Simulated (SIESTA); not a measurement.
HfB2:

```xyz
3
Lattice="3.1400 0.0000 0.0000 -1.5700 2.7193 0.0000 0.0000 0.0000 3.4800" Properties=species:S:1:pos:R:3 pbc="T T T"
Hf    0.0000    0.0000    0.0000
B     1.5700    0.9064    1.7400
B     0.0000    1.8129    1.7400
```

Base run:

| Property | Result |
| --- | --- |
| Program | SIESTA 5.4.2 |
| Functional | vdW-DF-C09 |
| Potentials or basis | PseudoDojo 0.4 standard (PBE files) |
| Basis | DZP (energy shift 0.003 Ry; two zetas on semicore shells) |
| Grid cutoff | 800 Ry |
| Energy shift | 0.003 Ry |
| k mesh | 10 × 10 × 8 |
| Occupations | fermi-dirac, width 0.05 eV |
| Spin | no spin polarisation |

Its results: band gap on the k mesh none (metal or under the smearing width); pressure -1.5 GPa.

Q: After a change of settings the same cell gave: band gap on the k mesh none (metal or under the smearing width); pressure 7.7 GPa. Which change was it?
A. functional from vdW-DF-C09 to vdW-DF-cx
B. functional from vdW-DF-C09 to vdW-DF2
C. functional from vdW-DF-C09 to vdW-DF
D. functional from vdW-DF-C09 to VV10

A: C.

Caveats: short orbitals over semicore shells can move pressures by several GPa; the potentials were made for another functional, which shifts forces and pressure; the basis of atomic orbitals isn't converged, which shifts pressures, moduli and gaps.

Runs at the PBE level aren't shown here.
